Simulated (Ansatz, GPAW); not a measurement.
**Mg: programs and potentials compared**

```
CELL_PARAMETERS angstrom
3.20930 0.00000 0.00000
-1.60465 2.77934 0.00000
0.00000 0.00000 5.21030
ATOMIC_POSITIONS crystal
Mg 0.66667 0.33333 0.75000
Mg 0.33333 0.66667 0.25000
```

Alike in all runs: task band structure; functional BLYP; k mesh 10 × 10 × 5; occupations fermi-dirac, width 0.05 eV; no spin polarisation; no spin-orbit coupling. Pressure is positive in compression and, in plane waves, holds the error of the finite cutoff, which Ansatz's Pulay term estimates and takes out.

```tsv
program and potentials	plane-wave cutoff (eV)	notes	pressure (GPa)
Ansatz, Ansatz PAW	420	potentials made for PBE, which Ansatz adapts in part	0.40
Ansatz, all-electron LAPW, scalar-relativistic	-	-	0.45
GPAW, PAW data sets generated for this functional	800	-	0.38
```

The pressure spans 0.38 (GPAW, PAW data sets generated for this functional) to 0.45 GPa (Ansatz, all-electron LAPW, scalar-relativistic), with all-electron results at 0.45. Some sets were made for another functional than the one run, which can shift their rows.

Differences between rows come from potentials, basis sets and numerical settings, since the functional is the same but for its coding. Runs on potential files found faulty are left out.
